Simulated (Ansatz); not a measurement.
# HfN at several levels of theory

One geometry, relaxed with PBE, and single points on it; plane waves with PAW potentials in Ansatz, scalar-relativistic unless the row names spin-orbit coupling. No spin polarisation. Meshes are on the primitive cell of 2 atoms. Gaps are the least over mesh and band path; pressure is positive in compression. Smearing is Gaussian, 0.10 eV.

```
CELL_PARAMETERS angstrom
0.00000 2.27390 2.27390
2.27390 0.00000 2.27390
2.27390 2.27390 0.00000
ATOMIC_POSITIONS crystal
Hf 0.00000 0.00000 0.00000
N 0.50000 0.50000 0.50000
```

| level | cutoff (eV) | k mesh | gap (eV) | pressure (GPa) | rough cost with bands (core-min) |
| --- | --- | --- | --- | --- | --- |
| PBE | 420 | 16×16×16 | 0 | 0.0 | 0.3 |

**Question.** What do r2SCAN, PBE with spin-orbit coupling, LDA give on the same cell?

**Answer.**
```
                       level cutoff (eV) k mesh gap (eV) pressure (GPa) rough cost with bands (core-min)
                      r2SCAN          500  16×16×16         0            -4.1                               0.4
PBE with spin-orbit coupling          420  16×16×16         0            -0.4                               0.6
                         LDA          420  16×16×16         0           -14.3                               0.3
```

Spin-orbit coupling is left out except in a row that names it, which matters for the bands of heavy elements. Spin polarisation was left out, and a magnetic state may lie lower.